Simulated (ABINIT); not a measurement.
# HgSe (F-43m) in ABINIT: further runs

Aim: see how the results for HgSe move with the level of theory and the settings. Levels: LDA, PBE. Tasks: single point.

Program: ABINIT 10.8.3 (patched build). These are calculated values, not measurements. Logs are shortened: lines on timing, memory, paths and dates and some standing lists are left out, and cuts for length are marked. The log counts tension as positive stress, the text compression.

## 1. The crystal as given

Symmetry: F-43m, No. 216, cubic system. The conventional cell has a = 6.078 Å, b = 6.078 Å, c = 6.078 Å, α = 90.00°, β = 90.00°, γ = 90.00°. Hg (site symmetry -43m) has 4 Se at 2.63 Å as nearest neighbours. Se (site symmetry -43m) is surrounded by 4 Hg at 2.63 Å.

## 2. Single point, LDA

run.abi reads:

```
pp_dirpath "./"
pseudos "Hg.LDA_PW-JTH.xml, Se.LDA_PW-JTH.xml"

acell 4.2977950161 4.2977950161 4.2977950161 Angstrom
rprim
     0.0000000000     0.7071067812     0.7071067812
     0.7071067812     0.0000000000     0.7071067812
     0.7071067812     0.7071067812     0.0000000000
ntypat 2
znucl 80 34
natom 2
typat 1 2
xred
     0.0000000000     0.0000000000     0.0000000000
     0.7500000000     0.7500000000     0.7500000000

ecut 20.0
pawecutdg 40.0

kptopt 1
ngkpt 6 6 6
nshiftk 1
shiftk 0.0 0.0 0.0

ixc 7

nband 13
occopt 3
tsmear 0.05 eV

nstep 100
tolvrs 1.0e-9

iomode 3
prtwf 0
prtden 0
prteig 0
prtebands 0
prtvol 2
```

Potentials or basis: JTH PAW LDA v2.0.

Run with:

```sh
abinit run.abi > log 2>&1
```

run.abo:

```text
.Version 10.8.3 of ABINIT
 Symmetries : space group F-4 3 m (#216); Bravais cF (face-center cubic)
================================================================================
 Values of the parameters that define the memory need of the present run
     intxc =       0    ionmov =       0      iscf =      17    lmnmax =      18
     lnmax =       6     mgfft =      36  mpssoang =       3    mqgrid =    3001
     natom =       2  nloc_mem =       2    nspden =       1   nspinor =       1
    nsppol =       1      nsym =      24    n1xccc =       1    ntypat =       2
    occopt =       3   xclevel =       1
       mpw =        1627          nfft =       46656          nkpt =          16
 PAW method is used; the additional fine FFT grid is defined by:
   mgfftf=        48    nfftf =    110592
================================================================================
================================================================================

--------------------------------------------------------------------------------
------------- Echo of variables that govern the present computation ------------
--------------------------------------------------------------------------------
 -outvars: echo values of preprocessed input variables --------
            acell      8.1216555257E+00  8.1216555257E+00  8.1216555257E+00 Bohr
              amu      2.00590000E+02  7.89600000E+01
             ecut      2.00000000E+01 Hartree
              ixc           7
         kptrlatt        6    0    0      0    6    0      0    0    6
          kptrlen      4.87299332E+01
            natom           2
            nband          13
            ngfft          36      36      36
          ngfftdg          48      48      48
             nkpt          16
            nstep         100
             nsym          24
           ntypat           2
           occopt           3
        pawecutdg      4.00000000E+01 Hartree
           prtden           0
        prtebands           0
           prteig           0
           prtvol           2
            prtwf           0
            rprim      0.0000000000E+00  7.0710678120E-01  7.0710678120E-01
                       7.0710678120E-01  0.0000000000E+00  7.0710678120E-01
                       7.0710678120E-01  7.0710678120E-01  0.0000000000E+00
          spgroup         216
           tolvrs      1.00000000E-09
           tsmear      1.83746611E-03 Hartree
            typat      1  2
           useylm           1
           xangst      0.0000000000E+00  0.0000000000E+00  0.0000000000E+00
                       4.5585000001E+00  4.5585000001E+00  4.5585000001E+00
            xcart      0.0000000000E+00  0.0000000000E+00  0.0000000000E+00
                       8.6143165452E+00  8.6143165452E+00  8.6143165452E+00
             xred      0.0000000000E+00  0.0000000000E+00  0.0000000000E+00
                       7.5000000000E-01  7.5000000000E-01  7.5000000000E-01
            znucl       80.00000   34.00000

================================================================================

 chkinp: Checking input parameters for consistency.

================================================================================
== DATASET  1 ==================================================================

--- !DatasetInfo
iteration_state: {dtset: 1, }
dimensions: {natom: 2, nkpt: 16, mband: 13, nsppol: 1, nspinor: 1, nspden: 1, mpw: 1627, }
cutoff_energies: {ecut:  20.0, pawecutdg:  40.0, }
electrons: {nelect:   1.80000000E+01, charge:   0.00000000E+00, occopt:   3.00000000E+00, tsmear:   1.83746611E-03, }
meta: {optdriver: 0, ionmov: 0, optcell: 0, iscf: 17, paral_kgb: 0, }
...

 Exchange-correlation functional for the present dataset will be:
  LDA: Perdew-Wang 92 LSD fit to Ceperley-Alder data - ixc=7
  J.P.Perdew and Y.Wang, PRB 45, 13244 (1992)

 Real(R)+Recip(G) space primitive vectors, cartesian coordinates (Bohr,Bohr^-1):
 R(1)=  0.0000000  5.7428777  5.7428777  G(1)= -0.0870644  0.0870644  0.0870644
 R(2)=  5.7428777  0.0000000  5.7428777  G(2)=  0.0870644 -0.0870644  0.0870644
 R(3)=  5.7428777  5.7428777  0.0000000  G(3)=  0.0870644  0.0870644 -0.0870644
 Unit cell volume ucvol=  3.7880761E+02 bohr^3
 Angles (23,13,12)=  6.00000000E+01  6.00000000E+01  6.00000000E+01 degrees

 Coarse grid specifications (used for wave-functions):

 getcut: wavevector=  0.0000  0.0000  0.0000  ngfft=  36  36  36
         ecut(hartree)=     20.000   => boxcut(ratio)=   2.20180

 getcut : COMMENT -
  Note that boxcut > 2.2 ; recall that boxcut=Gcut(box)/Gcut(sphere) = 2
[... 153 lines left out ...]
  -0.3333  0.3333  0.1667    1  9.18007E-13 kpt; spin; max resid(k); each band:
  9.17E-14 3.48E-13 4.35E-13 3.32E-13 3.45E-13 2.97E-13 2.90E-13 1.86E-13
  1.88E-13 4.49E-14 1.09E-13 4.46E-14 9.18E-13
  -0.3333  0.5000  0.1667    1  5.10125E-13 kpt; spin; max resid(k); each band:
  9.65E-14 2.43E-13 5.10E-13 4.14E-13 2.12E-13 2.24E-13 2.19E-13 1.00E-13
  2.15E-13 6.45E-14 1.10E-13 5.02E-14 1.13E-13
 reduced coordinates (array xred) for    2 atoms
       0.000000000000      0.000000000000      0.000000000000
       0.750000000000      0.750000000000      0.750000000000
 rms dE/dt=  0.0000E+00; max dE/dt=  0.0000E+00; dE/dt below (all hartree)
    1       0.000000000000      0.000000000000      0.000000000000
    2       0.000000000000      0.000000000000      0.000000000000

 cartesian coordinates (angstrom) at end:
    1      0.00000000000000     0.00000000000000     0.00000000000000
    2      4.55850000013781     4.55850000013781     4.55850000013781

 cartesian forces (hartree/bohr) at end:
    1     -0.00000000000000    -0.00000000000000    -0.00000000000000
    2     -0.00000000000000    -0.00000000000000    -0.00000000000000
 frms,max,avg= 0.0000000E+00 0.0000000E+00   0.000E+00  0.000E+00  0.000E+00 h/b

 cartesian forces (eV/Angstrom) at end:
    1     -0.00000000000000    -0.00000000000000    -0.00000000000000
    2     -0.00000000000000    -0.00000000000000    -0.00000000000000
 frms,max,avg= 0.0000000E+00 0.0000000E+00   0.000E+00  0.000E+00  0.000E+00 e/A
 length scales=  8.121655525720  8.121655525720  8.121655525720 bohr
              =  4.297795016100  4.297795016100  4.297795016100 angstroms
 Fermi (or HOMO) energy (hartree) =   0.04316   Average Vxc (hartree)=  -0.34346
 Eigenvalues (hartree) for nkpt=  16  k points:
 kpt#   1, nband= 13, wtk=  0.00463, kpt=  0.0000  0.0000  0.0000 (reduced coord)
  -0.45635   -0.22232   -0.22232   -0.22232   -0.19472   -0.19472   -0.00095    0.04180
   0.04180    0.04180    0.23983    0.23983    0.23983
      occupation numbers for kpt#   1
   2.00000    2.00000    2.00000    2.00000    2.00000    2.00000    2.00000    1.35606
   1.35606    1.35606    0.00000    0.00000    0.00000
 kpt#   2, nband= 13, wtk=  0.03704, kpt=  0.1667  0.0000  0.0000 (reduced coord)
  -0.45209   -0.22044   -0.22042   -0.22042   -0.19481   -0.19481   -0.04691    0.03182
   0.03182    0.06761    0.22381    0.25299    0.25299
      occupation numbers for kpt#   2
   2.00000    2.00000    2.00000    2.00000    2.00000    2.00000    2.00000    1.99585
   1.99585    0.00000    0.00000    0.00000    0.00000
 kpt#   3, nband= 13, wtk=  0.03704, kpt=  0.3333  0.0000  0.0000 (reduced coord)
  -0.44318   -0.21719   -0.21719   -0.20859   -0.19399   -0.19399   -0.11516    0.01387
   0.01387    0.07733    0.25575    0.26724    0.26724
      occupation numbers for kpt#   3
   2.00000    2.00000    2.00000    2.00000    2.00000    2.00000    2.00000    2.00000
[... 64 lines left out ...]
      occupation numbers for kpt#  14
   2.00000    2.00000    2.00000    2.00000    2.00000    2.00000    2.00000    2.00000
   2.00000    0.00000    0.00000    0.00000    0.00000
 kpt#  15, nband= 13, wtk=  0.11111, kpt= -0.3333  0.3333  0.1667 (reduced coord)
  -0.43407   -0.21284   -0.21024   -0.19727   -0.19531   -0.17825   -0.15267   -0.06007
  -0.02768    0.15466    0.22642    0.25937    0.34064
      occupation numbers for kpt#  15
   2.00000    2.00000    2.00000    2.00000    2.00000    2.00000    2.00000    2.00000
   2.00000    0.00000    0.00000    0.00000    0.00000
 kpt#  16, nband= 13, wtk=  0.05556, kpt= -0.3333  0.5000  0.1667 (reduced coord)
  -0.43254   -0.21303   -0.20682   -0.20127   -0.19334   -0.17431   -0.15410   -0.05716
  -0.04774    0.16283    0.19049    0.30301    0.31881
      occupation numbers for kpt#  16
   2.00000    2.00000    2.00000    2.00000    2.00000    2.00000    2.00000    2.00000
   2.00000    0.00000    0.00000    0.00000    0.00000
 Total charge density [el/Bohr^3]
)     Maximum=    5.8629E-01  at reduced coord.    0.0000    0.0000    0.0000
)Next maximum=    5.7627E-01  at reduced coord.    0.0000    0.0208    0.9792
)     Minimum=   -1.4013E-02  at reduced coord.    0.7500    0.7500    0.7500
)Next minimum=   -6.9042E-03  at reduced coord.    0.7500    0.7500    0.7292
   Integrated=    1.8000E+01

--- !EnergyTerms
iteration_state     : {dtset: 1, }
comment             : Components of total free energy in Hartree
kinetic             :  1.39412408722436E+01
hartree             :  1.20307501866789E+01
xc                  : -9.51220589856503E+00
Ewald energy        : -4.09530727751488E+01
psp_core            :  3.43849660529708E+00
local_psp           : -3.43564131217974E+01
PAW spherical_terms :  3.33573121616223E+00
internal            : -5.20754729151293E+01
'-kT*entropy'       : -3.62896373375344E-05
total_energy        : -5.20755092047667E+01
total_energy_eV     : -1.41704679492705E+03
...

--- !EnergyTermsDC
iteration_state     : {dtset: 1, }
comment             : '"Double-counting" decomposition of free energy'
band_energy         : -3.24196445999843E+00
Ewald energy        : -4.09530727751488E+01
psp_core            :  3.43849660529708E+00
xc_dc               : -1.39893351707208E+01
PAW spherical_terms :  2.67037026485572E+00
internal            : -5.20755055357152E+01
'-kT*entropy'       : -3.62896373375344E-05
total_energy_dc     : -5.20755418253525E+01
total_energy_dc_eV  : -1.41704768257841E+03
...

--- !EnergyTermsWithPAWCore
iteration_state     : {dtset: 1, }
comment             : 'Components of total free energy, including PAW core contributions'
Total energy        : -2.20389667626872E+04
Total energy DC     : -2.20389667953078E+04
Total energy (eV)   : -5.99710837041819E+05
Total energy DC (eV): -5.99710837929470E+05
...

 Cartesian components of stress tensor (hartree/bohr^3)
  sigma(1 1)=  8.50290332E-06  sigma(3 2)=  0.00000000E+00
  sigma(2 2)=  8.50290332E-06  sigma(3 1)=  0.00000000E+00
  sigma(3 3)=  8.50290332E-06  sigma(2 1)=  0.00000000E+00

-Cartesian components of stress tensor (GPa)         [Pressure= -2.5016E-01 GPa]
- sigma(1 1)=  2.50164052E-01  sigma(3 2)=  0.00000000E+00
- sigma(2 2)=  2.50164052E-01  sigma(3 1)=  0.00000000E+00
- sigma(3 3)=  2.50164052E-01  sigma(2 1)=  0.00000000E+00

== END DATASET(S) ==============================================================
================================================================================

 -outvars: echo values of variables after computation  --------
            acell      8.1216555257E+00  8.1216555257E+00  8.1216555257E+00 Bohr
           etotal     -5.2075541825E+01
            fcart     -0.0000000000E+00 -0.0000000000E+00 -0.0000000000E+00
                      -0.0000000000E+00 -0.0000000000E+00 -0.0000000000E+00
            rprim      0.0000000000E+00  7.0710678120E-01  7.0710678120E-01
                       7.0710678120E-01  0.0000000000E+00  7.0710678120E-01
                       7.0710678120E-01  7.0710678120E-01  0.0000000000E+00
           strten      8.5029033177E-06  8.5029033177E-06  8.5029033177E-06
                       0.0000000000E+00  0.0000000000E+00  0.0000000000E+00
           xangst      0.0000000000E+00  0.0000000000E+00  0.0000000000E+00
                       4.5585000001E+00  4.5585000001E+00  4.5585000001E+00
             xred      0.0000000000E+00  0.0000000000E+00  0.0000000000E+00
                       7.5000000000E-01  7.5000000000E-01  7.5000000000E-01
 Calculation completed.
```

Wall time 21 s (1 thread of Arm Neoverse V2, shared host); peak memory 0.11 GiB.

What came out:

* Free energy: -1417.0477 eV
* Pressure: -0.3 GPa
* Band gap on the k mesh: none (metal or under the smearing width)
* Valence electrons inside the program's atomic spheres: Hg 9.98; Se 3.90

Levels at points of the mesh, in eV from the Fermi level:
| k point | band 7 | band 8 | band 9 | band 10 | band 11 | band 12 |
| --- | --- | --- | --- | --- | --- | --- |
| (0.00, 0.00, 0.00) | -1.20 | -0.04 | -0.04 | -0.04 | 5.35 | 5.35 |
| (0.50, 0.00, 0.00) | -5.66 | -1.03 | -1.03 | 0.90 | 6.12 | 6.12 |
| (0.50, 0.50, 0.00) | -5.21 | -2.38 | -2.38 | 2.63 | 2.76 | 8.20 |

Spin-orbit coupling is left out, which matters for the levels of Hg.

## 3. Single point, LDA

Changes to run.abi since step 2:

```diff
@@ -1 +1,2 @@
+# Pseudopotentials
 pp_dirpath "./"
@@ -3,3 +4,4 @@
 
-acell 4.2977950161 4.2977950161 4.2977950161 Angstrom
+# Structure
+acell 8.1216555201 8.1216555201 8.1216555201
 rprim
@@ -16,2 +18,3 @@
 
+# Plane-wave basis
 ecut 20.0
@@ -19,4 +22,5 @@
 
+# k points
 kptopt 1
-ngkpt 6 6 6
+ngkpt 10 10 10
 nshiftk 1
@@ -24,4 +28,6 @@
 
+# Exchange and correlation
 ixc 7
 
+# Bands and occupations
 nband 13
@@ -30,2 +36,3 @@
 
+# SCF cycle
 nstep 100
@@ -33,2 +40,3 @@
 
+# Output
 iomode 3
@@ -38,2 +46,2 @@
 prtebands 0
-prtvol 2
+enunit 2
```

Potentials or basis: JTH PAW LDA v2.0.

Run with:

```sh
abinit run.abi > log 2>&1
```

Wall time 58 s (1 thread of Arm Neoverse V2, shared host); peak memory 0.13 GiB.

It converged, with:

| Quantity | Value |
| --- | --- |
| Free energy | -1417.0565 eV |
| Pressure | -0.3 GPa |
| Band gap on the k mesh | none (metal or under the smearing width) |
| Valence electrons inside the program's atomic spheres | Hg 9.98; Se 3.90 |

Levels at points of the mesh, in eV from the Fermi level:
| k point | band 5 | band 6 | band 7 | band 8 | band 9 | band 10 | band 11 | band 12 | band 13 |
| --- | --- | --- | --- | --- | --- | --- | --- | --- | --- |
| (0.00, 0.00, 0.00) | -6.51 | -6.51 | -1.24 | -0.08 | -0.08 | -0.08 | 5.31 | 5.31 | 5.31 |
| (0.50, 0.00, 0.00) | -6.46 | -6.19 | -5.70 | -1.07 | -1.07 | 0.86 | 6.08 | 6.08 | 6.71 |
| (0.50, 0.50, 0.00) | -6.39 | -6.15 | -5.25 | -2.42 | -2.42 | 2.59 | 2.72 | 8.16 | 9.64 |

The run has no spin-orbit coupling, so splittings on Hg are missing.

## 4. Single point, LDA

run.abi reads:

```
# Pseudopotentials
pp_dirpath "./"
pseudos "Hg.LDA_PW-JTH.xml, Se.LDA_PW-JTH.xml"

# Structure
acell 3*1.0
rprim
     0.0000000000     5.7428776927     5.7428776927
     5.7428776927     0.0000000000     5.7428776927
     5.7428776927     5.7428776927     0.0000000000
ntypat 2
znucl 80 34
natom 2
typat 1 2
xred
     0.0000000000     0.0000000000     0.0000000000
     0.7500000000     0.7500000000     0.7500000000

# Plane-wave basis
ecut 20.0
pawecutdg 40.0

# k points
kptopt 1
ngkpt 5 5 5
nshiftk 1
shiftk 0.0 0.0 0.0

# Exchange and correlation
ixc 7

# Bands and occupations
nband 13
occopt 3
tsmear 0.05 eV

# SCF cycle
nstep 100
tolvrs 1.0e-9

# Output
iomode 3
prtwf 0
prteig 0
prtebands 0
enunit 1
prtden 1
prtvha 1
prtvclmb 1
prtpot 1
```

Run with:

```sh
abinit run.abi > log 2>&1
```

Wall time 16 s (1 thread of Arm Neoverse V2, shared host); peak memory 0.11 GiB.

The run converged. Its results:

```
Free energy                                           : -1417.0328 eV
Pressure                                              : -0.2 GPa
Band gap on the k mesh                                : none (metal or under the smearing width)
Valence electrons inside the program's atomic spheres : Hg 9.98; Se 3.91
```

Levels at points of the mesh, in eV from the Fermi level:
```
           k point  band 7  band 8  band 9  band 10  band 11  band 12
(0.00, 0.00, 0.00)   -1.20   -0.04   -0.04    -0.04     5.35     5.35
```

## 5. Single point, PBE

run.abi reads:

```
pp_dirpath "./"
pseudos "Hg.GGA_PBE-JTH.xml, Se.GGA_PBE-JTH.xml"

acell 3*1.0 Angstrom
rprim
     0.0000000000     3.0390000000     3.0390000000
     3.0390000000     0.0000000000     3.0390000000
     3.0390000000     3.0390000000     0.0000000000
ntypat 2
znucl 80 34
natom 2
typat 1 2
xred
     0.0000000000     0.0000000000     0.0000000000
     0.7500000000     0.7500000000     0.7500000000

ecut 20.0
pawecutdg 40.0

kptopt 1
ngkpt 10 10 10
nshiftk 1
shiftk 0.0 0.0 0.0

ixc 11

nband 13
occopt 3
tsmear 0.05 eV

nstep 100
tolvrs 1.0e-9

iomode 3
prtwf 0
prtden 0
prteig 0
prtebands 0
enunit 1
```

Potentials or basis: JTH PAW PBE v2.0.

Run with:

```sh
abinit run.abi > log 2>&1
```

Run time: 82 s. Hardware: 1 thread of Arm Neoverse V2, shared host; peak memory 0.14 GiB.

The run converged. Its results:

- Free energy: -1409.8544 eV
- Pressure: 4.8 GPa
- Band gap on the k mesh: none (metal or under the smearing width)
- Valence electrons inside the program's atomic spheres: Hg 9.98; Se 3.91

Levels at points of the mesh, in eV from the Fermi level:
| k point | band 5 | band 6 | band 7 | band 8 | band 9 | band 10 | band 11 | band 12 | band 13 |
| --- | --- | --- | --- | --- | --- | --- | --- | --- | --- |
| (0.00, 0.00, 0.00) | -6.51 | -6.51 | -1.01 | -0.08 | -0.08 | -0.08 | 5.42 | 5.42 | 5.42 |
| (0.50, 0.00, 0.00) | -6.46 | -6.18 | -5.61 | -1.06 | -1.06 | 1.04 | 6.19 | 6.19 | 6.94 |
| (0.50, 0.50, 0.00) | -6.40 | -6.14 | -5.18 | -2.39 | -2.39 | 2.70 | 2.92 | 8.41 | 9.80 |

Spin-orbit coupling is left out, which matters for the levels of Hg.

## 6. Overview

```tsv
level	potentials or basis	k mesh	gap on the mesh (eV)	pressure (GPa)
LDA	JTH PAW LDA v2.0	6 × 6 × 6	none	-0.3
LDA	JTH PAW LDA v2.0	10 × 10 × 10	none	-0.3
LDA	JTH PAW LDA v2.0	5 × 5 × 5	none	-0.2
PBE	JTH PAW PBE v2.0	10 × 10 × 10	none	4.8
```

Alike in all rows: task single point; no spin polarisation; cell as given; cutoff (eV) 544; smearing fermi-dirac 0.05 eV.

Absolute energies hang on the potentials; compare differences alone.
